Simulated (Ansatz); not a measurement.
An ordered 8-atom cell of AlGa₃As₄ on the zincblende lattice (I-42m), relaxed with r2SCAN. It is tetragonal, I-42m (No. 121); a = 5.670 Å, c = 11.341 Å in the conventional setting, 22.79 Å³ an atom. Around Al lie 4 As at 2.45 Å; around As lie 3 Ga at 2.45–2.46 Å and 1 Al at 2.45 Å; around Ga lie 4 As at 2.46 Å; around Ga lie 4 As at 2.45 Å.

```cif
data_structure
_symmetry_space_group_name_H-M 'P 1'
_symmetry_Int_Tables_number 1
_cell_length_a 6.9449
_cell_length_b 6.9449
_cell_length_c 6.9449
_cell_angle_alpha 131.811
_cell_angle_beta 131.811
_cell_angle_gamma 70.528
_cell_volume 182.33
loop_
_atom_site_label
_atom_site_type_symbol
_atom_site_fract_x
_atom_site_fract_y
_atom_site_fract_z
_atom_site_occupancy
Al1 Al 0.00000 0.00000 0.00000 1
As1 As 0.37488 0.37488 0.50003 1
Ga1 Ga 0.75000 0.25000 0.50000 1
As2 As 0.12515 0.62512 0.00000 1
Ga2 Ga 0.50000 0.50000 0.00000 1
As3 As 0.87485 0.87485 0.49997 1
Ga3 Ga 0.25000 0.75000 0.50000 1
As4 As 0.62512 0.12515 0.00000 1
```

The questions ask for values computed with the PAW code Ansatz on this geometry. (Calculated; non-magnetic; the phase may be known or hypothetical.)

Given (6×6×6 mesh): The r2SCAN gap is direct at Γ: 1.34 eV.

Problem. Estimate the gap with PBE on 6×6×6.

Solution. With PBE the gap is 0.83 eV and direct, at Γ. The gap differs by -0.51 eV from r2SCAN's.

Problem. How does the gap change from r2SCAN to PBE+SOC (6×6×6)?

Solution. The PBE+SOC gap is direct at Γ: 0.72 eV. Spin-orbit coupling itself accounts for -0.104 eV. The gap differs by -0.62 eV from r2SCAN's.

Problem. How does the gap change from r2SCAN to HSE06 (4×4×4)?

Solution. HSE06 gives a direct gap of 1.70 eV at Γ. The gap differs by +0.36 eV from r2SCAN's.

Problem. What does PBE0 give for the gap (4×4×4 mesh)?

Solution. The PBE0 gap is direct at Γ: 2.29 eV. The gap differs by +0.95 eV from r2SCAN's.

Only the levels marked +SOC include spin-orbit coupling.
